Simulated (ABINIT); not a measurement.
The system is NaCl.

```
Cl Na
1.0
     0.00000    2.79406    2.79406
     2.79406    0.00000    2.79406
     2.79406    2.79406    0.00000
Cl Na
1 1
Cartesian
  2.7941 2.7941 2.7941
  0.0000 0.0000 0.0000
```

The cell is a database's computed one.

Base run:

* Program: ABINIT 10.8.3 (patched build)
* Functional: revPBE
* Potentials or basis: JTH PAW PBE v2.0
* Cutoff: 1088 eV
* k mesh: 8 × 8 × 8
* Occupations: fermi-dirac, width 0.05 eV
* Spin: no spin polarisation

Its results: band gap on the k mesh 5.48 eV, direct; pressure 3.4 GPa.

Problem. After a change of settings the same cell gave: band gap on the k mesh 5.22 eV, direct; pressure 1.6 GPa. Which change was it?
A. functional from revPBE to BLYP
B. functional from revPBE to PBEsol; k mesh from 8 × 8 × 8 to 10 × 10 × 10
C. functional from revPBE to WC
D. functional from revPBE to PBE; potentials or basis from JTH PAW PBE v2.0 to PseudoDojo NC SR PBE v0.4.1 standard; cutoff from 1088 eV to 1197 eV

Solution. D.

Caveats: the PAW data sets were made with another functional, which shifts forces and pressure a little (some runs).
